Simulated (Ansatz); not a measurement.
A run of Ansatz 0.2.0 is set up as follows.

File input.yaml:

```yaml
crystal:
  lattice:
    - [0.0, 2.034518, 2.034518]
    - [2.11589872, 0.0, 2.034518]
    - [2.11589872, 2.034518, 0.0]
  atoms:
    - { symbol: Al, position: [0.5, 0.5, 0.5] }
    - { symbol: "N", position: [0.0, 0.0, 0.0] }
hamiltonian:
  xc: pbe
  pseudopotentials: { kind: paw }
kpoints:
  mp_grid: { grid: [11, 11, 11] }
scf:
  occupations: { method: fermi_dirac, width: 0.05 }
output:
  forces: true
  stress: true
  eigenvalues: true
  write_density: true
  write_potential: true
  elf: true
  volumetric_format: npy
```

Potentials or basis: Ansatz PAW.

Run with:

```sh
$ ansatz run input.yaml --threads 2 --pin off --max-ram 5632MiB --backend cpu --events-out ev --progress --plain --runs-dir out
```

Task: What does it give for the band gap on the k mesh?

Result: 3.94 eV, indirect (least direct gap 4.66 eV).

Task: What does it give for the pressure?

Result: -8.3 GPa.

Stress tensor (GPa, compression positive):
```
-13.07   0.00   0.00
  0.00  -5.85   0.00
  0.00   0.00  -5.85
```

Caveat: odd divisions of the mesh miss points on the zone boundary, where band edges often lie, so the gap on the mesh can be too wide; the pressure holds a Pulay correction of +0.5 GPa for the finite cutoff. A k mesh can miss the band edges.
